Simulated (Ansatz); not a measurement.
# SiNi3 (R-3m) in Ansatz: notebook

The runs below take SiNi3 through relaxation of cell and atoms, with PBEsol.

Program: Ansatz 0.2.0. These are calculated values, not measurements. Logs are shortened: lines on timing, memory, paths and dates and some standing lists are left out, and cuts for length are marked.

## Step 1: The crystal as given

Symmetry: R-3m, No. 166, trigonal system. The conventional cell has a = 2.586 Å, b = 2.586 Å, c = 22.986 Å, α = 90.00°, β = 90.00°, γ = 120.00°. Ni (site symmetry 3m) has 3 Si at 2.34 Å and 9 Ni at 2.52 to 2.59 Å as nearest neighbours. Ni (site symmetry -3m) is surrounded by 12 Ni at 2.52 to 2.59 Å. Si (site symmetry -3m) is surrounded by 6 Ni at 2.34 Å and 6 Si at 2.59 Å.

The cell comes from a database or a generator and needn't be the stable form of this composition.

## Step 2: Relaxation of cell and atoms, PBEsol, collinear spin, ferromagnetic start, target pressure 20 GPa, at which the enthalpy is minimised

File input.yaml:

```yaml
crystal:
  lattice:
    - [1.2928041287, 0.7464008117, 7.661989331]
    - [-1.2928041287, 0.7464008117, 7.661989331]
    - [0.0, -1.4928016234, 7.661989331]
  atoms:
    - { symbol: Ni, position: [0.254733, 0.254733, 0.254733], spin: 1.0 }
    - { symbol: Ni, position: [0.5, 0.5, 0.5], spin: 1.0 }
    - { symbol: Ni, position: [0.745267, 0.745267, 0.745267], spin: 1.0 }
    - { symbol: Si, position: [0.0, 0.0, 0.0] }
kpoints:
  mp_grid: { grid: [12, 12, 12] }
scf:
  occupations: { method: fermi_dirac, width: 0.05 }
hamiltonian:
  xc: pbesol
  pseudopotentials: { kind: all_electron, lapw: { basis_error: 0.002 } }
magnetization:
  spin_polarized: true
output:
  forces: true
  stress: true
relax:
  f_tol: 0.005
  max_steps: 60
  cell: { p_target: 20 }
```

Potentials or basis: all-electron LAPW, scalar-relativistic.

Command:

```console
$ ansatz run input.yaml --threads 4 --pin off --max-ram 12288MiB --backend cpu --events-out ev --progress --plain --runs-dir out
```

Output:

```text
Warning: RAYON_NUM_THREADS=4 ignored (pool sized by the plan → 4); use --threads N
The last accepted step is kept in <dir> (removed where the run ends without a failure and the disk answers)
LAPW: plane waves up to 8.887 Å⁻¹, error target 2.0e-3 eV per atom; small_component_spin mean_spin; Si in spheres of 1.053 Å, 12 of its electrons in bands, Dirac shells []; Ni in spheres of 1.220 Å, 18 of its electrons in bands, Dirac shells [] (how accurate: hamiltonian.pseudopotentials.lapw.basis_error, Limitations)
Engine: ansatz 0.2.0, x86_64-unknown-linux-gnu
Pseudopotentials: kind: all_electron
Pseudopotential: Ni, LAPW, valence charge 18, lapw/all_electron/scalar/gaussian/Ni, Koelling and Harmon's equation, gaussian nucleus
Pseudopotential: Si, LAPW, valence charge 12, lapw/all_electron/scalar/gaussian/Si, Koelling and Harmon's equation, gaussian nucleus
Functional definition: PBEsol
  exchange = pbesol_x
  correlation = pbesol_c
Crystal: 4 atoms, lattice volume = 44.361 Å³
Basis set: ecut = 300.8845751756181 eV, 543 PW (Γ), FFT grids on a1−a3, a2−a3, a3, exchange–correlation at level 2
Bands: 42, of which v1, the nominal top of the filled ones, is band 33 counted from 1 (32 counted from 0)
Symmetry: 12 space group operations
Space group: R-3m (ITA 166), of the structure as read, at distance tolerance 3.5e-5 Å
Magnetic group: BNS 166.97 (UNI 1327), of the structure as read, at distance tolerance 3.5e-5 Å
k-points: 189 of 1728
Non-local potential: Ni, projectors of the file, none
Non-local potential: Si, projectors of the file, none
Initial density: superposition of atomic densities (chi_scale 0.1, normalization cell)
Starting moments: Σ|m| = 3 μB on 3 of 4 sites
Initial wavefunctions: plane waves of lowest kinetic energy (no species holds an atomic orbital)
Functional: x = pbesol(κ = 0.804, μ = 0.12345679012345678), c = pbesol(β = 0.046)
iter 1 solved again at ethr=1.17e-3 eV; its pass at ethr=1.00e-1 eV (dr2=7.73e-1 eV) is discarded
SCF iter   1: F=—  HF=-131922.943023 eV  |F-HF|=—  |Δ(HF+E_count)|=         —  Δρ=2.72e-2 (↑1.84e-2 ↓2.72e-2)  dr2=7.73e-1  dr2_m=1.36e-1  M=1.678 μB ∫|m|=1.945 μB  β_m=0.30  ethr=1.17e-3  ⟨swp⟩=2.1  Hψ=111379  notcnv=0
Mixer restart at iter 1: flushing history
preconditioner: auto → Kerker (q_TF=auto, 2.915 Å⁻¹)  [metal: Δε(μ)=0.002 eV  Ē_g=9.659 eV  σ=0.050 eV  W_gap=0.01  n_scr=18 (ndim 8)  ℏωp=32.5 eV  f_vac=0.000  D(μ)=4.98/eV (n_scr^D=58)]
spin=Collinear: Kerker preconditioning applied to the charge; magnetization (m = ρ↑ − ρ↓) channel mixes plain (no charge-response kernel on spin).
SCF iter   2: F=—  HF=-131922.972568 eV  |F-HF|=—  |Δ(HF+E_count)|=   2.95e-2  Δρ=2.07e-2 (↑1.52e-2 ↓2.07e-2)  dr2=3.46e-1  dr2_m=9.08e-2  M=1.535 μB ∫|m|=1.834 μB  β_m=0.65  ethr=1.17e-3  ⟨swp⟩=2.0  Hψ=46868  notcnv=0
SCF iter   3: F=—  HF=-131923.482192 eV  |F-HF|=—  |Δ(HF+E_count)|=   5.10e-1  Δρ=1.48e-2 (↑7.18e-3 ↓1.48e-2)  dr2=4.96e-1  dr2_m=1.48e-2  M=1.085 μB ∫|m|=1.377 μB  β_m=0.51  ethr=5.24e-4  ⟨swp⟩=2.5  Hψ=47191  notcnv=0
iter 4 solved again at ethr=1.55e-5 eV; its pass at ethr=5.24e-4 eV (dr2=1.02e-2 eV) is discarded
SCF iter   4: F=—  HF=-131923.122215 eV  |F-HF|=—  |Δ(HF+E_count)|=   3.60e-1  Δρ=2.95e-3 (↑2.95e-3 ↓2.60e-3)  dr2=1.03e-2  dr2_m=1.18e-3  M=0.889 μB ∫|m|=1.145 μB  β_m=0.65  ethr=1.55e-5  ⟨swp⟩=2.0  Hψ=80229  notcnv=0
SCF iter   5: F=—  HF=-131923.137381 eV  |F-HF|=—  |Δ(HF+E_count)|=         —  Δρ=3.26e-3 (↑2.82e-3 ↓3.26e-3)  dr2=6.66e-3  dr2_m=3.18e-3  M=0.689 μB ∫|m|=0.862 μB  β_m=0.65  ethr=1.55e-5  ⟨swp⟩=2.2  Hψ=45446  notcnv=0
Mixer restart at iter 5: flushing history
the basis was enlarged: its passes take 932.8 KiB over the memory plan, 4 of 4 planned eigensolver slots
SCF iter   6: F=—  HF=-131923.145034 eV  |F-HF|=—  |Δ(HF+E_count)|=   7.65e-3  Δρ=4.38e-3 (↑2.47e-3 ↓4.38e-3)  dr2=4.85e-2  dr2_m=2.50e-3  M=0.620 μB ∫|m|=0.757 μB  β_m=0.69  ethr=1.01e-5  ⟨swp⟩=3.0  Hψ=49058  notcnv=0
SCF iter   7: F=—  HF=-131923.156705 eV  |F-HF|=—  |Δ(HF+E_count)|=   1.17e-2  Δρ=5.44e-3 (↑2.84e-3 ↓5.44e-3)  dr2=9.87e-2  dr2_m=1.26e-3  M=0.615 μB ∫|m|=0.744 μB  β_m=0.29  ethr=1.01e-5  ⟨swp⟩=3.0  Hψ=52375  notcnv=0
SCF iter   8: F=—  HF=-131923.137286 eV  |F-HF|=—  |Δ(HF+E_count)|=   1.94e-2  Δρ=9.44e-4 (↑8.83e-4 ↓9.44e-4)  dr2=1.83e-4  dr2_m=3.23e-4  M=0.555 μB ∫|m|=0.658 μB  β_m=0.56  ethr=1.01e-5  ⟨swp⟩=3.0  Hψ=47105  notcnv=0
SCF iter   9: F=—  HF=-131923.137453 eV  |F-HF|=—  |Δ(HF+E_count)|=   1.67e-4  Δρ=2.78e-4 (↑2.32e-4 ↓2.78e-4)  dr2=4.64e-5  dr2_m=2.09e-5  M=0.484 μB ∫|m|=0.560 μB  β_m=0.51  ethr=2.77e-7  ⟨swp⟩=3.0  Hψ=47943  notcnv=0
SCF iter  10: F=—  HF=-131923.137388 eV  |F-HF|=—  |Δ(HF+E_count)|=   6.54e-5  Δρ=1.87e-4 (↑1.27e-4 ↓1.87e-4)  dr2=2.64e-5  dr2_m=7.48e-6  M=0.478 μB ∫|m|=0.552 μB  β_m=0.75  ethr=7.03e-8  ⟨swp⟩=2.8  Hψ=44957  notcnv=0
[... 86 lines left out ...]
iter 3 solved again at ethr=2.13e-9 eV; its pass at ethr=4.23e-8 eV (dr2=1.40e-6 eV) is discarded
SCF iter   3: F=—  HF=-131922.974238 eV  |F-HF|=—  |Δ(HF+E_count)|=   1.07e-4  Δρ=2.98e-5 (↑2.98e-5 ↓2.98e-5)  dr2=1.40e-6  dr2_m=7.80e-13  M=0.000 μB ∫|m|=0.000 μB  β_m=0.38  ethr=2.13e-9  ⟨swp⟩=2.0  Hψ=82418  notcnv=0
SCF iter   4: F=—  HF=-131922.974237 eV  |F-HF|=—  |Δ(HF+E_count)|=   5.56e-7  Δρ=6.74e-6 (↑6.70e-6 ↓6.74e-6)  dr2=7.70e-8  dr2_m=1.21e-12  M=0.000 μB ∫|m|=0.000 μB  β_m=0.34  ethr=2.13e-9  ⟨swp⟩=2.1  Hψ=43782  notcnv=0
SCF iter   5: F=—  HF=-131922.974237 eV  |F-HF|=—  |Δ(HF+E_count)|=   2.70e-8  Δρ=1.88e-6 (↑1.85e-6 ↓1.88e-6)  dr2=5.43e-9  dr2_m=1.10e-12  M=0.000 μB ∫|m|=0.000 μB  β_m=0.53  ethr=1.17e-10  ⟨swp⟩=2.0  Hψ=43764  notcnv=0
SCF iter   6: F=-131922.974237 eV  HF=-131922.974237 eV  |F-HF|=8.44e-9  |Δ(HF+E_count)|=   5.01e-9  Δρ=9.75e-7 (↑9.51e-7 ↓9.75e-7)  dr2=4.13e-9  dr2_m=1.83e-13  M=0.000 μB ∫|m|=0.000 μB  ethr=8.23e-12  ⟨swp⟩=2.0  Hψ=43760  notcnv=0
the starting moments were not kept: the SCF closed with an absolute magnetisation of 1.9e-5 μB, where they sum to 3 μB in size (3 sites). That is at most 0.1 of that sum. Measured as dr2_m measures the in/out step, that magnetisation stands 6.6e-11 eV from none, at or under the dr2_threshold of 1.0e-7 eV: it is no larger than a step whose dr2_m would equal this threshold.
SCF 5 converged in 6 iterations: F = -131922.974237 eV  dr2 = 4.13e-9
relax step   5: F+E_penalty+E_count = -131922.97423742 eV  Δ(F+E_penalty+E_count) = +2.267e-3 eV  max|allowed force component| = 1.572e-3 eV/Å  Δτ_max = 0.0007 Å  P = +19.985 GPa  Ω = 39.635 Å³  (6 SCF iters, accepted)
Basis set: ecut = 324.34926507822337 eV, 549 PW (Γ), FFT grids on a1−a3, a2−a3, a3, exchange–correlation at level 2
iter 1 solved again at ethr=5.33e-12 eV; its pass at ethr=1.00e-1 eV (dr2=3.52e-9 eV) is discarded
SCF iter   1: F=—  HF=-131922.974246 eV  |F-HF|=—  |Δ(HF+E_count)|=         —  Δρ=6.32e-6 (↑6.32e-6 ↓6.32e-6)  dr2=2.47e-9  dr2_m=9.07e-13  M=0.000 μB ∫|m|=0.000 μB  β_m=0.65  ethr=5.33e-12  ⟨swp⟩=6.3  Hψ=133115  notcnv=0  reapply=326
preconditioner: auto → none  [metal: Δε(μ)=0.005 eV  Ē_g=10.298 eV  σ=0.050 eV  W_gap=0.03  n_scr=4 (ndim 8)  ℏωp=34.4 eV  f_vac=0.000  D(μ)=3.77/eV (n_scr^D=50)]
SCF iter   2: F=—  HF=-131922.974246 eV  |F-HF|=—  |Δ(HF+E_count)|=   9.26e-9  Δρ=2.22e-6 (↑2.22e-6 ↓2.22e-6)  dr2=7.72e-10  dr2_m=8.00e-13  M=0.000 μB ∫|m|=0.000 μB  β_m=0.61  ethr=3.75e-12  ⟨swp⟩=2.0  Hψ=43760  notcnv=0
SCF iter   3: F=-131922.974246 eV  HF=-131922.974246 eV  |F-HF|=7.19e-8  |Δ(HF+E_count)|=   2.30e-9  Δρ=2.12e-6 (↑2.09e-6 ↓2.12e-6)  dr2=5.04e-8  dr2_m=1.34e-13  M=0.000 μB ∫|m|=0.000 μB  ethr=3.24e-12 (applied; sched 1.17e-12)  ⟨swp⟩=3.0  Hψ=46689  notcnv=0
the starting moments were not kept: the SCF closed with an absolute magnetisation of 1.7e-5 μB, where they sum to 3 μB in size (3 sites). That is at most 0.1 of that sum. Measured as dr2_m measures the in/out step, that magnetisation stands 4.8e-11 eV from none, at or under the dr2_threshold of 1.0e-7 eV: it is no larger than a step whose dr2_m would equal this threshold.
SCF 6 converged in 3 iterations: F = -131922.974246 eV  dr2 = 5.04e-8
relax step   6: F+E_penalty+E_count = -131922.97424602 eV  Δ(F+E_penalty+E_count) = -8.596e-6 eV  max|allowed force component| = 1.417e-3 eV/Å  Δτ_max = 0.0000 Å  P = +19.985 GPa  Ω = 39.635 Å³  stress off target by 1.84e-2 GPa  SCF on the basis re-selected at this cell (its energy is not comparable with the rows above)  (3 SCF iters)
basis re-selected at this cell: Δ(F+E_penalty+E_count) = -8.596e-6 eV, ΔP = +0.000 GPa vs the last step (what re-selecting the basis moved, after the strain that the cell walked since its last selection, with what the two solves' SCF thresholds leave and, on support functions, any second-order correction that the steps lacked; it is no measure of the basis error at this ecutwfc). This SCF's stress stands 1.84e-2 GPa from its target on what of the cell is left free (relax.cell.stress_tol is 5.00e-2 GPa) and its largest allowed force component is 1.42e-3 eV/Å (relax.f_tol is 5.00e-3 eV/Å): within both
SCF converged after 3 iterations
Magnetization: 0.0000 μB (33.0000 up, 33.0000 down)
Absolute magnetization: 0.0000 μB (∫|ρ↑−ρ↓|)
Spin contamination: 0.0000 ħ² per cell (⟨S²⟩ above its minimum at these occupations)
Per-site moments (μB) at R_I (Å): [(1.6696741482746802e-6, 1.1749162554728716), (1.2085808418049737e-5, 1.1749162554728716), (1.6696741482746802e-6, 1.1749162554728716), (-7.045205752120864e-8, 1.014638186455949)]
Free energy (F): -131922.974246 eV
Harris-Foulkes:  -131922.974246 eV  (|F-HF|=7.19e-8)
Internal energy: -131922.942423 eV  (E = F + TS)
E sigma→0 (E₀):  -131922.958334 eV
Entropy (-TS):   -0.031823 eV (-7.956 meV/atom)
Fermi energy:    19.984061 eV
--- Per-component energies (eV) ---
  E_band       = -1360.730685
  E_kinetic    = 133930.206141
  E_xc         = -5646.770913
  E_electrostatic = -260206.377651  (all electrons and nuclei)
  E_smearing   = -0.031823  (= −TS)
  E_closure    = 0.000000  (closes the sum)
  E_atoms      = -131893.247205  (free atoms, spherical and without spin; not in F)
  Σ components = -131922.974246   (vs F -131922.974246, Δ=0.00e0)
  Basis errors (estimates in eV, not in F): energy 5.6e-4 per atom: plane waves 5.0e-4 (2.7e-4 summed), levels above the bands 7.0e-85, relativity 2.0e-8, radial functions 6.0e-5, core shells 1.2e-9; eigenvalues (radial functions only) 8.5e-7; not estimated: angular momenta, meshes, grids; target (lapw.basis_error) 2.0e-3; muffin-tin radii Si 1.015 Å, Ni 1.175 Å
--- Forces (eV/Å), atoms counted from 1 ---
  atom   1  Ni     0.00000000     0.00000000     0.00141702
  atom   2  Ni     0.00000000     0.00000000     0.00000000
  atom   3  Ni    -0.00000000    -0.00000000    -0.00141702
  atom   4  Si    -0.00000000     0.00000000     0.00000000
  max |Σ_I F_I| component: 2.89e-19 eV/Å
--- Stress (GPa, compression-positive) ---
       19.981583      -0.000000       0.000000
       -0.000000      19.981583      -0.000000
        0.000000      -0.000000      19.993136
  P = ⅓ Tr σ = 19.9854 GPa (199.854 kbar)
--- Relaxed structure (5 steps of the walk, 5 accepted, 1 SCFs on fresh bases) ---
  F+E_penalty+E_count = -131922.97424602 eV   max|allowed force component| = 1.417e-3 eV/Å   (the final SCF, on the basis selected at the relaxed cell)
  cell:  # Å, volume = 39.6349 Å³
    - [1.2408260248050962, 0.7163912394387157, 7.431315935377201]
    - [-1.2408260248050962, 0.7163912394387157, 7.431315935377201]
    - [5.558041617807511e-34, -1.4327824788774315, 7.431315935377201]
  atoms:
    - { symbol: Ni, position: [0.2539163172169938, 0.2539163172169938, 0.2539163172169938] }
    - { symbol: Ni, position: [0.5, 0.5, 0.49999999999999994] }
    - { symbol: Ni, position: [0.7460836827830063, 0.7460836827830063, 0.7460836827830063] }
    - { symbol: Si, position: [4.716800148750223e-20, 4.716800148750236e-20, 4.7168001487502236e-20] }
```

It took 11 min on 4 threads of AMD EPYC (Zen 3), shared host; peak memory 1.9 GiB.

Results:

- Free energy: -131922.9742 eV
- Relaxed volume: 9.91 Å³/atom
- Relaxed cell: a = 7.568 Å, b = 7.568 Å, c = 7.568 Å, α = 18.87°, β = 18.87°, γ = 18.87°
- Space group after relaxing (to 0.05 Å): R-3m (No. 166)
- Energy change on relaxing (the enthalpy is what falls): +40.8 meV/atom
- Ionic steps: 6
- Pressure after relaxing: 20.0 GPa
- Net moment: 0.00 μB per cell
- Absolute moment: 0.00 μB per cell

Step by step:
```
step  energy change (eV)  largest force (eV/Å)  volume (Å³)
   1              0.0000                0.0596        44.36
   2              0.0272                0.0852        41.12
   3              0.2084                0.0623        39.30
   4              0.1609                0.0168        39.65
   5              0.1632                0.0016        39.63
   6              0.1631                0.0014        39.63
```

Final structure:
```
Ni Si
1.0
     1.24083    0.71639    7.43132
    -1.24083    0.71639    7.43132
     0.00000   -1.43278    7.43132
Ni Si
3 1
Direct
  0.25392 0.25392 0.25392
  0.50000 0.50000 0.50000
  0.74608 0.74608 0.74608
  0.00000 0.00000 0.00000
```

Caveat: the starting moments weren't kept.

(Continued in part 2 of 2.)
